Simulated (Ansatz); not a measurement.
# Cu vacancy in Cu

All numbers below come from Ansatz, DFT PBE, scalar-relativistic, plane waves, PAW. (420 eV cutoff, 3×3×3 k-mesh, Gaussian smearing of 0.10 eV, no spin polarisation)

Host crystal, relaxed:

```
CELL_PARAMETERS angstrom
0.00000 1.81490 1.81490
1.81490 0.00000 1.81490
1.81490 1.81490 0.00000
ATOMIC_POSITIONS crystal
Cu 0.00000 0.00000 0.00000
```

Supercell of 62 atoms, rows in host cell vectors: -2 3 2; -2 2 -3; -2 -3 3. Atoms relax at the host's cell, keeping the symmetry that the supercell leaves at the site. The cell is small, so energies carry finite-size errors of tenths of an eV. The host is a metal. Atoms are taken from and returned to the elements' standard states.

Defect: Cu vacancy set at (0.000, 0.000, 0.000) of the host cell. Before relaxation its nearest neighbours are 12 Cu at 2.57 Å.

| charge | E_f at the valence band top (eV) | moment (μB) | largest move (Å) | atoms near the site |
| --- | --- | --- | --- | --- |
| 0 | 1.10 | 0.00 | 0.03 | 12 Cu at 2.54 Å |

Cost: 2 runs of about 25 core-minutes in all, on Intel Xeon Platinum 8488C (Sapphire Rapids) (shared hosts).